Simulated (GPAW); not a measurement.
The system is CuO.

```
CELL_PARAMETERS angstrom
1.99097 -2.15355 0.00000
1.99097 2.15355 0.00000
0.00000 0.00000 5.15593
ATOMIC_POSITIONS crystal
Cu 0.50000 0.00000 0.00000
Cu 0.00000 0.50000 0.50000
O 0.50000 0.50000 0.25000
O 0.50000 0.50000 0.75000
```

Measurements of this composition are mostly on another form, of space group No. 15.

Base run:

```yaml
Program: GPAW 26.7.0
Functional: LDA
Potentials_or_basis: the program's PAW data sets (release 1.2.1) made for this functional
Cutoff: 600 eV
Basis: pw
k_mesh: 7 × 7 × 4
Occupations: fermi-dirac, width 0.05 eV
Spin: no spin polarisation
```

Its results: pressure -14.6 GPa.

Q: The run is repeated on the same cell with these changes: cutoff from 600 eV to 800 eV; k mesh from 7 × 7 × 4 to 6 × 6 × 3. What comes out?

A: Pressure -10.9 GPa.

Caveats: some runs use coarse meshes; with this Cu data set, volumes or pressures lay over 1.5 % or 2 GPa off other programs in two to four cells of ten; the run has no spin polarisation, though such a crystal can be magnetic; the cutoff is short for stress and forces, so pressures can be off by a GPa or more (some runs).

Not every run made on this cell is shown here.
